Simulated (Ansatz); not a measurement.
# Rb: strong compression

One table from this session's results is given with a row withheld; the runs are named, their logs left out.

Program: Ansatz 0.2.0. Level of theory: DFT, PBE, PAW with Ansatz's default frozen-core files, scalar-relativistic. These are calculated values, not measurements.

**Starting point**

It takes space group P6_3/mmc (No. 194, hexagonal). Conventional cell: a = 6.670 Å, b = 6.670 Å, c = 9.471 Å, α = 90.00°, β = 90.00°, γ = 120.00°.

Coordinates:

```
Rb
1.0
     6.66998    0.00000    0.00000
    -3.33499    5.77637    0.00000
     0.00000    0.00000    9.47137
Rb
4
Direct
  0.00000 0.00000 0.00000
  0.00000 0.00000 0.50000
  0.33333 0.66667 0.25000
  0.66667 0.33333 0.75000
```

Whether this phase is the stable one at these pressures isn't tested.

Atoms are numbered in the order of the input: Rb1, Rb2, Rb3, Rb4.

The first run:

File input.yaml:

```yaml
crystal:
  lattice:
    - [6.669981713, 0.0, 0.0]
    - [-3.3349908565, 5.7763736062, 0.0]
    - [0.0, 0.0, 9.4713740324]
  atoms:
    - { symbol: Rb, position: [0.0, 0.0, 0.0] }
    - { symbol: Rb, position: [0.0, 0.0, 0.5] }
    - { symbol: Rb, position: [0.3333333333, 0.6666666667, 0.25] }
    - { symbol: Rb, position: [0.6666666667, 0.3333333333, 0.75] }
kpoints:
  mp_grid: { grid: [6, 6, 4] }
scf:
  occupations: { method: fermi_dirac, width: 0.05 }
hamiltonian:
  xc: pbe
  pseudopotentials: { kind: paw }
output:
  forces: true
  stress: true
  write_density: true
  write_potential: true
  elf: true
  volumetric_format: npy
relax:
  f_tol: 0.005
  max_steps: 40
  cell: {}
```

Command:

```bash
$ ansatz run input.yaml --threads 1 --pin off --max-ram 3072MiB --backend cpu --events-out ev --progress --plain --runs-dir out
```

Steps of the session up to this table: Cell relaxed at zero pressure, PAW; More of the same log: cell relaxed at zero pressure; Volume scaled by 1, PAW; Volume scaled by 1, PAW (cutoff 250 eV); Shape and atoms relaxed at 0.95 of the volume, PAW; Volume scaled by 0.95, PAW; Shape and atoms relaxed at 0.65 of the volume, PAW; Volume scaled by 0.65, PAW; Shape and atoms relaxed at 0.55 of the volume, PAW; Volume scaled by 0.55, PAW; Shape and atoms relaxed at 0.4 of the volume, PAW; Volume scaled by 0.4, PAW; Volume scaled by 0.4, PAW (cutoff 1000 eV).

One table of the session follows, with a row left open; its other results are not shown here.

 The rows PAW, 0.4 and PAW (cutoff 1000 eV), 0.4 agree to the last digit and may rest on the same set-up.

```
              method  volume over the first  volume (Å³/atom)  pressure (GPa)
                 PAW                      1            91.511            0.01
                 PAW                   0.95            86.936            0.16
                 PAW                   0.65            59.482            2.67
                 PAW                   0.55                 ?               ?
                 PAW                    0.4            36.605           11.10
PAW (cutoff 1000 eV)                    0.4            36.605           11.10
 PAW (cutoff 250 eV)                      1            91.511            0.01
```

Estimate the missing values for PAW, 0.55.

**Answer.** volume (Å³/atom): 50.331; pressure (GPa): 4.88. In the column «volume (Å³/atom)» it lies between PAW (cutoff 1000 eV), 0.4 (36.605) and PAW, 0.65 (59.482).

Caveats from the session: Warnings in the runs' records: cutoff below recommended.
